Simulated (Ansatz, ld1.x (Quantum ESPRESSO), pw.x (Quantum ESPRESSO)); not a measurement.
## What a changed setting does to a pw.x run (bcc Si)

Potential: norm-conserving Troullier–Martins (Kleinman–Bylander form), ld1.x (Quantum ESPRESSO) 7.5, LDA (PW92); core [Ne], reference 3s2 3p2; waves: 3p (bound): rc 2.40 bohr; 3d channel at -0.1 Ry: rc 2.55 bohr; 3s (bound): rc 1.55 bohr; local part: the s channel; core correction: Bessel-smoothed model core inside 1.55 bohr.

The reference run (k-mesh 15³, cutoffs 50/200 Ry, Fermi–Dirac 0.01 Ry, mixing_beta 0.4, conv_thr 1e-9, no spin) gives -0.30 GPa at 14.087 Å³/atom, where all-electron LAPW gives 0.22 GPa. This run, with its own iteration cap, changes smearing to mv.

```
&control
  calculation='scf', prefix='x', pseudo_dir='./', outdir='./tmp', tstress=.true., disk_io='none'
/
&system
  ibrav=0, nat=1, ntyp=1, ecutwfc=50, ecutrho=200, nbnd=9,
  occupations='smearing', smearing='mv', degauss=0.01
/
&electrons
  conv_thr=1e-09, mixing_beta=0.4, electron_maxstep=50
/
ATOMIC_SPECIES
Si 1.0 Si.UPF
CELL_PARAMETERS angstrom
  -1.52143303 1.52143303 1.52143303
  1.52143303 -1.52143303 1.52143303
  1.52143303 1.52143303 -1.52143303
ATOMIC_POSITIONS crystal
Si 0.0000 0.0000 0.0000
K_POINTS automatic
15 15 15 0 0 0
```

```bash
pw.x < Si.scf.in > Si.scf.out
```

**Question.** How does the run end?

**Answer.** It converges in 6 iterations; the free energy moves by +12.1 meV/atom and the pressure by -0.14 GPa. This scheme is built to cancel the term in the square of the width that Fermi–Dirac smearing leaves in the F of a metal.

```
Message from routine setup:
     using ibrav=0 with symmetry is DISCOURAGED, use correct ibrav instead
     lattice parameter (alat)  =       4.9798  a.u.
     unit-cell volume          =      95.0638 (a.u.)^3
     number of electrons       =         4.00
     number of Kohn-Sham states=            9
     kinetic-energy cutoff     =      50.0000  Ry
     charge density cutoff     =     200.0000  Ry
     scf convergence threshold =      1.0E-09
     Exchange-correlation= PW
     number of k points=   120  Marzari-Vanderbilt smearing, width (Ry)=  0.0100
     iteration #  1     ecut=    50.00 Ry     beta= 0.40
     total energy              =      -9.15007194 Ry
     estimated scf accuracy    <       0.00389515 Ry
     iteration #  2     ecut=    50.00 Ry     beta= 0.40
     total energy              =      -9.14958230 Ry
     estimated scf accuracy    <       0.00113163 Ry
     iteration #  3     ecut=    50.00 Ry     beta= 0.40
     total energy              =      -9.14966274 Ry
     estimated scf accuracy    <       0.00000690 Ry
     iteration #  4     ecut=    50.00 Ry     beta= 0.40
     total energy              =      -9.14966395 Ry
     estimated scf accuracy    <       0.00000002 Ry
     iteration #  5     ecut=    50.00 Ry     beta= 0.40
     total energy              =      -9.14966395 Ry
     estimated scf accuracy    <          1.1E-09 Ry
     iteration #  6     ecut=    50.00 Ry     beta= 0.40
     the Fermi energy is    10.7466 ev
!    total energy              =      -9.14966395 Ry
     estimated scf accuracy    <          1.3E-11 Ry
     smearing contrib. (-TS)   =       0.00000537 Ry
     The total energy is F=E-TS. E is the sum of the following terms:
     one-electron contribution =       4.80835892 Ry
     hartree contribution      =       0.02798966 Ry
     xc contribution           =      -3.85977833 Ry
     ewald contribution        =     -10.12623958 Ry
     convergence has been achieved in   6 iterations
          total   stress  (Ry/bohr**3)                   (kbar)     P=       -4.41
     Message from routine punch:
     Nothing written, as per user request (disk_io='none')
```

The run took about 6.5 s on one core of a shared host (Neoverse-V1, 64 threads, 503 GiB, load 13).
